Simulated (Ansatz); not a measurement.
# Graphene monolayer in a perpendicular field, part 2 of 2

Aim: how the graphene monolayer screens a field along its normal, and what the field does to its bands. A positive field points along +c.

Ansatz 0.2.0; plane-wave DFT, PBE-D3(BJ), Ansatz PAW.

So far. Step 2 (Relaxation): The lattice constant a goes from 2.467 to 2.466 Å.

**3. Atoms held, field 0**

A sawtooth potential applies the field, turning back in the middle of the vacuum. With the dipole correction the typed value is the field outside the slab. The induced dipole is small, so the SCF threshold is tight.

The cell differs from the one that the last finished run ended in (c 31.000 → 18.000 Å).

The input, input.yaml:

```yaml
crystal:
  lattice:
    - [2.4657460281, 0.0, 0.0]
    - [-1.232873014, 2.1353986996, 0.0]
    - [0.0, 0.0, 18.0]
  atoms:
    - { symbol: C, position: [0.6666666667, 0.3333333333, 0.5] }
    - { symbol: C, position: [0.3333333333, 0.6666666667, 0.5] }
kpoints:
  mp_grid: { grid: [24, 24, 1] }
  band_path:
    path: [[0, 0, 0], [0.5, 0, 0], [0.33333333, 0.33333333, 0], [0, 0, 0]]
    npoints: 16
hamiltonian:
  xc: pbe
  dispersion: d3bj
scf:
  occupations: { method: fermi_dirac, width: 0.02585 }
  convergence: { dr2_threshold: 1.0e-10 }
efield:
  axis: 3
  dipole_correction: true
  ramp_position: 0.97
  ramp_width: 0.06
  amplitude: 0
output:
  dos: { projected: true, e_range: [-6, 5] }
  write_potential: true
  write_density: true
  volumetric_format: npy
  elf: true
```

Launch:

```console
ansatz run input.yaml --threads 2 --pin off --max-ram 3072MiB --backend cpu --events-out ev --progress --plain --runs-dir out
```

Numbers of over 12 decimals in the logs are rounded to 6 here.

What it wrote:

```text
[...]
Crystal: 2 atoms, lattice volume = 94.776 Å³
Basis set: ecut = 420 eV, 1795 PW (Γ)
Bands: 8, of which v1, the nominal top of the filled ones, is band 4 counted from 1 (3 counted from 0)
Symmetry: 12 space group operations
k-points: 61 of 576
[...]
SCF iter   1: F=—  HF=-502.062047 eV  |F-HF|=—  |Δ(HF+E_count)|=         —  Δρ=1.80e-3  dr2=2.72e-3  ethr=1.77e-3  p=0.000 e·Å  D=2.08e-15 V/Å  ΔV_dip=-0.00 eV  dr2_dipole=3.73e-11  V_vac-E_F(+/−)=4.35/4.35 eV  ⟨swp⟩=6.0  Hψ=3909  notcnv=0
efield: sawtooth ramp at fractional position 0.9700 (set: `efield.ramp_position`, or a place that a band, a saddle search or an elastic batch's reference lends), width 0.0600; the density the first Hamiltonian is built on has a dipole p = 0.000 e·Å; the dipole correction subtracts the counter field D = 2.08e-15 V/Å, which shifts the + side's vacuum level by -0.00 eV against the − side's; the planar-averaged density in the ramp window peaks in size at 5.6e-6 e/Å³
[...]
SCF iter   2: F=—  HF=-502.062204 eV  |F-HF|=—  |Δ(HF+E_count)|=   1.56e-4  Δρ=4.32e-4  dr2=2.17e-4  ethr=3.40e-5  p=0.000 e·Å  D=8.61e-6 V/Å  ΔV_dip=-0.00 eV  dr2_dipole=2.04e-10  V_vac-E_F(+/−)=4.20/4.20 eV  ⟨swp⟩=3.6  Hψ=1694  notcnv=0
[...]
SCF iter   7: F=-502.062128 eV  HF=-502.062128 eV  |F-HF|=2.10e-12  |Δ(HF+E_count)|=  6.11e-11  Δρ=3.68e-8  dr2=9.91e-13  ethr=1.25e-12  p=0.000 e·Å  D=1.46e-7 V/Å  ΔV_dip=-0.00 eV  dr2_dipole=5.94e-14  V_vac-E_F(+/−)=4.24/4.24 eV  ⟨swp⟩=2.9  Hψ=1693  notcnv=0
SCF 1 converged in 7 iterations: F = -502.062128 eV  dr2 = 9.91e-13
[...]
NSCF: frozen V_eff on 49 k-points
efield: sawtooth ramp at fractional position 0.9700 (kept from the solve that this one continues, or follows in the run), width 0.0600; the density the first Hamiltonian is built on has a dipole p = 0.000 e·Å; the dipole correction subtracts the counter field D = 1.46e-7 V/Å, which shifts the + side's vacuum level by -0.00 eV against the − side's; the planar-averaged density in the ramp window peaks in size at 5.8e-8 e/Å³
[...]
SCF converged after 7 iterations
Free energy (F): -502.062128 eV
[...]
Internal energy: -502.061880 eV  (E = F + TS)
E sigma→0 (E₀):  -502.062004 eV
Entropy (-TS):   -0.000249 eV (-0.124 meV/atom)
Fermi energy:    -2.145746 eV
Dipole field:    D = -0.000000 V/Å  (p = -0.000000 e·Å, saw-weighted, corrected)
Work function:   Φ+ = 4.2438 eV   Φ− = 4.2439 eV
Levels:          The Fermi level and band energies are counted from a zero that moves with the ramp; work functions are not
[...]
--- Band table (eV; the first three rows and the last of 61) ---
[...]
```

Run time: 4.4 s. Hardware: 2 threads of Arm Neoverse V2, shared host; peak memory 0.37 GiB; 8.6 s of CPU time.

Numbers from this step:

- energy at zero smearing: -502.0620 eV
- work function, upper face: 4.244 eV
- dipole along the normal: -1.73e-7 e·Å

Running mean over a fixed 2.7 Å (it still follows the layers) of the planar mean; the ramp of the sawtooth is left out. Table of electron's electrostatic potential energy less the Fermi level by z:

z (Å), electron's electrostatic potential energy less the Fermi level (eV) and a bar from the least value:
```
     2.88       4.24 ##############################
     3.17       4.24 ##############################
     3.60       4.24 ##############################
     3.89       4.24 ##############################
     4.18       4.24 ##############################
     4.46       4.24 ##############################
     4.90       4.24 ##############################
     5.18       4.24 ##############################
     5.47       4.24 ##############################
     5.90       4.22 ##############################
     6.19       4.19 ##############################
     6.48       4.10 ##############################
     6.91       3.59 ############################
     7.20       2.44 #########################
     7.49      -0.14 ###################
     7.78      -3.50 ###########
     8.21      -6.80 ##
     8.50      -7.47 #
     8.78      -7.70 
     9.22      -7.70 
     9.50      -7.47 #
     9.79      -6.80 ##
    10.22      -3.50 ###########
    10.51      -0.14 ###################
    10.80       2.44 #########################
    11.09       3.59 ############################
    11.52       4.10 ##############################
    11.81       4.19 ##############################
    12.10       4.22 ##############################
    12.53       4.24 ##############################
    12.82       4.24 ##############################
    13.10       4.24 ##############################
    13.54       4.24 ##############################
    13.82       4.24 ##############################
    14.11       4.24 ##############################
    14.40       4.24 ##############################
    14.83       4.24 ##############################
    15.12       4.24 ##############################
```

The density of states has structure finer than the step of the table below, so its rows give means over 0.2 eV, whole bins alone (the curve runs from -6 to 1.99 eV). Peaks (eV: height): -5.28: 0.810, -2.39: 1.09, 1.66: 0.871, 1.75: 1.06.

Density of states against energy, zero at the Fermi level; means over each step:

```csv
energy (eV),density of states (states/eV a cell)
-5.8,0.751
-5.6,0.632
-5.4,0.622
-5.2,0.748
-5.0,0.656
-4.8,0.622
-4.6,0.602
-4.4,0.595
-4.2,0.578
-4.0,0.575
-3.8,0.559
-3.6,0.566
-3.4,0.555
-3.2,0.562
-3.0,0.383
-2.8,0.388
-2.6,0.445
-2.4,0.623
-2.2,0.403
-2.0,0.320
-1.8,0.249
-1.6,0.216
-1.4,0.174
-1.2,0.147
-1.0,0.112
-0.8,0.0992
-0.6,0.0599
-0.4,0.0365
-0.2,0.0183
0.0,0.00482
0.2,0.0191
0.4,0.0383
0.6,0.0665
0.8,0.109
1.0,0.131
1.2,0.189
1.4,0.253
1.6,0.462
1.8,0.655
```

Layers: C2 from below. Projected DOS per atom against energy from the Fermi level; read off at these points:

```csv
energy from the Fermi level (eV),projected DOS per atom (states/eV)
-5.96,0.460
-5.69,0.335
-5.42,0.28
-5.24,0.386
-5.15,0.353
-4.88,0.313
-4.61,0.298
-4.34,0.293
-4.07,0.287
-3.80,0.278
-3.53,0.282
-3.26,0.277
-2.99,0.179
-2.72,0.201
-2.45,0.276
-2.36,0.349
-2.18,0.190
-1.82,0.127
-1.55,0.106
-1.28,0.0811
-1.01,0.0550
-0.74,0.0479
-0.47,0.0213
-0.20,0.00907
0.07,0.00333
0.34,0.0162
0.61,0.0290
0.88,0.0550
1.15,0.0860
1.42,0.127
1.69,0.370
1.96,0.210
```

The electronic bands at the labelled points (eV, zero at the Fermi level):

```csv
point,band 2,band 3,band 4,band 5,band 6,band 7,band 8
Γ,-7.62,-3.05,-3.05,3.25,4.06,4.39,5.60
halfway,-7.44,-5.89,-5.06,5.26,6.07,6.44,7.22
M,-13.25,-6.44,-2.36,1.68,7.37,11.11,11.26
halfway,-12.85,-8.25,-1.76,1.45,9.92,11.60,11.67
K,-12.61,-10.57,0.00,0.00,10.61,12.87,12.87
halfway,-7.78,-6.43,-5.33,5.93,6.37,6.75,7.13
Γ,-7.62,-3.05,-3.05,3.25,4.06,4.39,5.60
```

The electronic bands as a text plot (rows in eV, shown from -8.0 to 5.6 only):

```
    5.3 |*     **  * *                             *  ******    *
    4.8 |  ***** **   **                         **    ** *****
    4.2 |****  **                                        ********
    3.6 |  ****         *                       *           ***
    3.1 |**              *                     *               **
    2.5 |                 **
    1.9 |                   *****            **
    1.4 |                        *****      *
    0.8 |                             **  **
    0.2 |                               **
   -0.3 |                              ** **
   -0.9 |                             *
   -1.5 |                          ***      *
   -2.0 |                      ****          **
   -2.6 |                 *****                *
   -3.2 |***             *                      *            ****
   -3.7 |   ***         *                                   ***
   -4.3 |    ****     **                         **      ****
   -4.9 |      * *** *                             *   ** **
   -5.4 |           **                              **   *
   -6.0 |       ****  ****                            ***
   -6.6 |       ***       ******                    ** ***
   -7.1 |   ****                **                 *  *   ***
   -7.7 |***       *              *              ** **       ****
         Γ                   M           K                      Γ
```

ELF in the ca plane at fractional y = 0.333, with atoms of C within 0.2 Å of it. It is the smooth field of the valence electrons, not physical close to the nuclei.

Ten even steps from '0' (0.00) to '9' (0.78), each cell a mean:
```
00000000000000000015899963000000000000000000
00000000000000000026854774100000000000000000
00000000000000000036831674100000000000000000
00000000000000000025876874100000000000000000
00000000000000000014899963000000000000000000
00000000000000000013688742000000000000000000
00000000000000000012567641000000000000000000
00000000000000000013689852000000000000000000
```
Columns run along c (18.0 Å), rows up along a (2.5 Å). Atoms in or near the plane, at fractional coordinates: C at (0.50, 0.67).

Electrostatic potential energy in the ca plane at fractional y = 0.333, with atoms of C within 0.2 Å of it. With pseudopotentials it is smooth inside the atoms' cores, unlike the true potential.

Ten even steps from '0' (-19 eV) to '9' (2 eV), each cell a mean:
```
99999999999999999999610489999999999999999999
99999999999999999998400079999999999999999999
99999999999999999998300079999999999999999999
99999999999999999998400179999999999999999999
99999999999999999999720489999999999999999999
99999999999999999999742689999999999999999999
99999999999999999999742689999999999999999999
99999999999999999999743689999999999999999999
```
Columns run along c (18.0 Å; values clipped at the 3rd and 97th percentile), rows up along a (2.5 Å). Atoms in or near the plane, at fractional coordinates: C at (0.50, 0.67).

Valence density in the ca plane at fractional y = 0.333, with atoms of C within 0.2 Å of it. It is the smooth field of the valence electrons, not physical close to the nuclei.

Ten steps, logarithmic in the rise over the least value, from '0' (0.0 e/Å³) to '9' (1.8 e/Å³), each cell a mean:
```
00000000000000000024799853100000000000000000
00000000000000000024799863100000000000000000
00000000000000000024799863100000000000000000
00000000000000000024799863100000000000000000
00000000000000000024789853100000000000000000
00000000000000000014688752100000000000000000
00000000000000000013678752100000000000000000
00000000000000000014688752100000000000000000
```
Columns run along c (18.0 Å), rows up along a (2.5 Å). Atoms in or near the plane, at fractional coordinates: C at (0.50, 0.67).

The work function of the upper face is 4.24 eV.

**4. Single point, field 0.1 V/Å**

input.yaml: that of step 3 with these lines changed.

```diff
@@ -24,5 +24,4 @@
   ramp_width: 0.06
-  amplitude: 0
+  amplitude: 0.1
 output:
-  dos: { projected: true, e_range: [-6, 5] }
   write_potential: true
@@ -30,2 +29 @@
   volumetric_format: npy
-  elf: true
```

What it wrote:

```text
[...]
Crystal: 2 atoms, lattice volume = 94.776 Å³
Basis set: ecut = 420 eV, 1795 PW (Γ)
Bands: 8, of which v1, the nominal top of the filled ones, is band 4 counted from 1 (3 counted from 0)
Symmetry: 12 space group operations
k-points: 61 of 576
[...]
Internal energy: -502.062182 eV  (E = F + TS)
E sigma→0 (E₀):  -502.062306 eV
Entropy (-TS):   -0.000249 eV (-0.124 meV/atom)
Fermi energy:    -2.146008 eV
Dipole field:    D = 0.011545 V/Å  (p = 0.006047 e·Å, saw-weighted, corrected)
Work function:   not extracted (applied field tilts the vacuum); planar V_es + V_field profile in the machine report
[...]
--- Band table (eV; the first three rows and the last of 61) ---
[...]
[key lines of the parts left out:]
SCF converged after 8 iterations
Free energy (F): -502.062431 eV
```

Wall time 4.6 s (2 threads); peak memory 0.35 GiB; 8.9 s of CPU time.

The dipole is 0.00605 e·Å.

**5. Atoms held, field -0.1 V/Å**

input.yaml: that of step 4 with these lines changed.

```diff
@@ -24,3 +24,3 @@
   ramp_width: 0.06
-  amplitude: 0.1
+  amplitude: -0.1
 output:
```

What it wrote:

```text
[...]
Crystal: 2 atoms, lattice volume = 94.776 Å³
Basis set: ecut = 420 eV, 1795 PW (Γ)
Bands: 8, of which v1, the nominal top of the filled ones, is band 4 counted from 1 (3 counted from 0)
Symmetry: 12 space group operations
k-points: 61 of 576
[...]
Internal energy: -502.062182 eV  (E = F + TS)
E sigma→0 (E₀):  -502.062306 eV
Entropy (-TS):   -0.000249 eV (-0.124 meV/atom)
Fermi energy:    -2.146008 eV
Dipole field:    D = -0.011545 V/Å  (p = -0.006047 e·Å, saw-weighted, corrected)
Work function:   not extracted (applied field tilts the vacuum); planar V_es + V_field profile in the machine report
[...]
--- Band table (eV; the first three rows and the last of 61) ---
[...]
[key lines of the parts left out:]
SCF converged after 8 iterations
Free energy (F): -502.062431 eV
```

Wall time 4.6 s (2 threads); peak memory 0.35 GiB; 8.9 s of CPU time.

The dipole is -0.00605 e·Å.

**6. Response, atoms held**

This step: plane-wave DFT, PBE-D3(BJ), Ansatz PAW; response to a field along the normal, atoms held (Ansatz 0.2.0).

The dipoles give the slope, and the difference of two potentials shows where the field is screened.

Numbers from this step:

```
equivalent conductor thickness p/(ε₀AE) : 2.078 Å
distance between the outer atoms        : 0 Å
```

The dipole of the cell by applied field:

```csv
applied field (V/Å),dipole of the cell (e·Å)
-0.1000,-0.00605
0.0000,-1.7e-7
0.1000,0.00605
```

Local field over the applied field, running mean. From the potentials at -0.1 and 0.1 V/Å; running mean over 2.5 Å. The local field over applied field by z:

```csv
z (Å),local field over applied field
4.03,1.000
4.32,1.000
4.75,0.999
5.04,0.999
5.47,0.995
5.76,0.990
6.05,0.979
6.48,0.942
6.77,0.894
7.06,0.820
7.49,0.676
7.78,0.578
8.21,0.434
8.50,0.352
8.78,0.302
9.22,0.302
9.50,0.352
9.79,0.434
10.22,0.578
10.51,0.676
10.94,0.820
11.23,0.894
11.52,0.942
11.95,0.979
12.24,0.990
12.53,0.995
12.96,0.999
13.25,0.999
13.68,1.000
13.97,1.000
```

Electrons, planar mean, per unit field. Induced electron density against z:

```csv
z (Å),induced electron density (e/Å³ per V/Å)
4.03,1.8e-7
4.32,4.5e-7
4.75,1.6e-6
5.04,4.3e-6
5.47,1.5e-5
5.76,3.5e-5
6.05,7.8e-5
6.48,2.4e-4
6.77,5.0e-4
7.06,9.6e-4
7.49,0.00234
7.78,0.00362
8.21,0.00420
8.50,0.00198
8.78,-5.6e-4
9.22,5.6e-4
9.50,-0.00198
9.79,-0.00420
10.22,-0.00362
10.51,-0.00234
10.94,-9.6e-4
11.23,-5.0e-4
11.52,-2.4e-4
11.95,-7.8e-5
12.24,-3.5e-5
12.53,-1.5e-5
12.96,-4.3e-6
13.25,-1.6e-6
13.68,-4.5e-7
13.97,-1.8e-7
```

By hand: between -0.1 and 0.1 V/Å the dipole changes by 0.01209 e·Å, a slope of 0.06047 e·Å²/V. A perfect conductor of thickness t has p = ε₀AEt, so t = 180.95 × 0.06047 / 5.265 = 2.08 Å (e/ε₀ = 180.95 V·Å, A in Å²).

The induced dipole is that of a conductor 2.08 Å thick.

**7. What came out**

```
gap without field                          : none
work function, upper face                  : 4.24 eV
equivalent conductor thickness, atoms held : 2.08 Å
```

**Reading.** The induced dipole equals that of a perfect conductor 2.08 Å thick, for a flat layer of atoms. There is no gap over 0.03 eV, with or without the field.

[Logs are printed without paths, hosts, clocks, repeated set-up lines and the standing remarks that a program may print on its own settings, such as how far it seeks lower states.]

[Hosts, paths, dates, database ids (printed as entryN), source tags and the programs' standing remarks are cut or masked in the printed files.]

[Maps of the electrostatic potential energy from Ansatz leave out the sawtooth potential of an applied field or a dipole correction, so their vacuum need not be flat; planar profiles and work functions include it.]

[The density of states shown here was stored with 400 of the rows of the run's finer table, so its peaks can read low, often by over a quarter, or be missed, and its means over a window can be off by a tenth or more.]
